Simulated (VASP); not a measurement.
Pb: relaxation of cell and atoms with PBE

Crystal: Pb.

```
CELL_PARAMETERS angstrom
0.00000 2.47502 2.47502
2.47502 0.00000 2.47502
2.47502 2.47502 0.00000
ATOMIC_POSITIONS crystal
Pb 0.00000 0.00000 0.00000
```

```
Program                : VASP 6.6.1
Task                   : relaxation of cell and atoms
Functional             : PBE
Potentials or basis    : VASP PAW PBE potentials, release 64 (Pb_d)
Cutoff                 : 600 eV
k mesh                 : 14 × 14 × 14
Occupations            : methfessel-paxton, width 0.1 eV
Spin                   : no spin polarisation
Further INCAR settings : ALGO = Normal; EDIFF = 1e-06; IBRION = 2; EDIFFG = -0.01; NSW = 90; ISIF = 3
```

```yaml
Relaxed_volume: 32.00 Å³/atom
Relaxed_cell: a = 3.564 Å, b = 3.564 Å, c = 3.564 Å, α = 60.00°, β = 60.00°, γ = 60.00°
Space_group_after_relaxing_to_0.05_Å: Fm-3m (No. 225)
Energy_gained_by_relaxing: 12.1 meV/atom
Ionic_steps: 3
Pressure_after_relaxing: 0.0 GPa
Band_gap_on_the_k_mesh: none (metal or under the smearing width)
```

The path:
```csv
step,energy change (eV),largest force (eV/Å),pressure (GPa),volume (Å³)
1,0.0000,0.0000,2.42,30.32
2,-0.0116,0.0000,-0.46,32.38
3,-0.0121,0.0000,0.01,32.00
```

Final structure:
```
CELL_PARAMETERS angstrom
0.00000 2.51985 2.51985
2.51985 0.00000 2.51985
2.51985 2.51985 0.00000
ATOMIC_POSITIONS crystal
Pb 0.00000 0.00000 0.00000
```

Levels at points of the mesh, in eV from the Fermi level:
| k point | band 3 | band 4 | band 5 | band 6 | band 7 | band 8 | band 9 | band 10 | band 11 |
| --- | --- | --- | --- | --- | --- | --- | --- | --- | --- |
| (0.00, 0.00, 0.00) | -17.04 | -16.92 | -16.92 | -11.40 | 7.00 | 7.00 | 7.00 | 9.72 | 10.66 |
| (0.50, 0.00, 0.00) | -17.03 | -16.80 | -16.80 | -8.08 | -3.95 | 5.29 | 5.29 | 9.00 | 9.20 |
| (0.50, 0.50, 0.00) | -16.81 | -16.78 | -16.78 | -6.80 | -3.06 | 1.99 | 1.99 | 5.22 | 6.48 |

Wall time 2.2 min on 1 thread of Intel(R) Xeon(R) Platinum 8375C CPU @ 2.90GHz (Ice Lake), on a shared host, peak memory 0.19 GiB.

Spin-orbit coupling is left out, which matters for the levels of Pb. Zero-point motion and thermal expansion aren't in these numbers.
